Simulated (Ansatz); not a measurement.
The system is CuAu3.

```xyz
4
Lattice="3.9800 0.0000 0.0000 0.0000 3.9800 0.0000 0.0000 0.0000 3.9800" Properties=species:S:1:pos:R:3 pbc="T T T"
Au    1.9900    1.9900    0.0000
Au    1.9900    0.0000    1.9900
Au    0.0000    1.9900    1.9900
Cu    0.0000    0.0000    0.0000
```

Base run:

* Program: Ansatz 0.2.0
* Functional: PBEsol
* Potentials or basis: Ansatz PAW
* Cutoff: 420 eV (not typed: the program's choice for these potentials)
* k mesh: 7 × 7 × 7
* Occupations: fermi-dirac, width 0.05 eV
* Spin: no spin polarisation

Its results: band gap on the k mesh none (metal or under the smearing width); pressure -1.0 GPa.

Question: The run is repeated on the same cell with these changes: spin from no spin polarisation to spin-orbit coupling, no magnetisation; potential files from those of the base run to others of the same set. What comes out?

Answer: Band gap on the k mesh none (metal or under the smearing width); pressure -2.2 GPa.

Caveats: the PAW data sets come from PBE, with cores solved anew for the run's functional, which leaves a small shift of forces and pressure.
